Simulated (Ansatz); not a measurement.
# CsBr: the cost of one run

The runs shown are made with Ansatz 0.2.0. G0W0, plane waves. The values are computed, spin-unpolarised, and not measurements.

### 1 Starting point

The cell was relaxed beforehand with r2SCAN.

It is cubic, Pm-3m (No. 221); conventional cell a = 4.320 Å, 40.31 Å³ an atom. Near Cs stand 8 Br at 3.74 Å; near Br stand 8 Cs at 3.74 Å.

As a file:

```cif
data_structure
_symmetry_space_group_name_H-M 'P 1'
_symmetry_Int_Tables_number 1
_cell_length_a 4.3200
_cell_length_b 4.3200
_cell_length_c 4.3200
_cell_angle_alpha 90.000
_cell_angle_beta 90.000
_cell_angle_gamma 90.000
_cell_volume 80.62
loop_
_atom_site_label
_atom_site_type_symbol
_atom_site_fract_x
_atom_site_fract_y
_atom_site_fract_z
_atom_site_occupancy
Cs1 Cs 0.00000 0.00000 0.00000 1
Br1 Br 0.50000 0.50000 0.50000 1
```

### 2 240 empty bands, 120 eV

Contents of input.yaml:

```yaml
crystal:
  lattice:
    - [4.3199575724, 0.0, 0.0]
    - [0.0, 4.3199575724, 0.0]
    - [0.0, 0.0, 4.3199575724]
  atoms:
    - { symbol: Cs, position: [0.0, 0.0, 0.0] }
    - { symbol: Br, position: [0.5, 0.5, 0.5] }
kpoints:
  mp_grid: { grid: [4, 4, 4] }
hamiltonian:
  xc: pbe
scf:
  occupations: { method: fixed }
gw:
  n_empty_bands: 240
  ecut_chi: 120
  qp_bands: [v2, c2]
  qp_kpoints: band_edges
  screening: { model: contour_deformation }
```

What time and memory should one allow on 1 × NVIDIA H100 80GB HBM3 with 2 threads of AMD EPYC 7R13 (Zen 3), shared host?

About 29 s, with a peak of 1.4 GiB on the host.
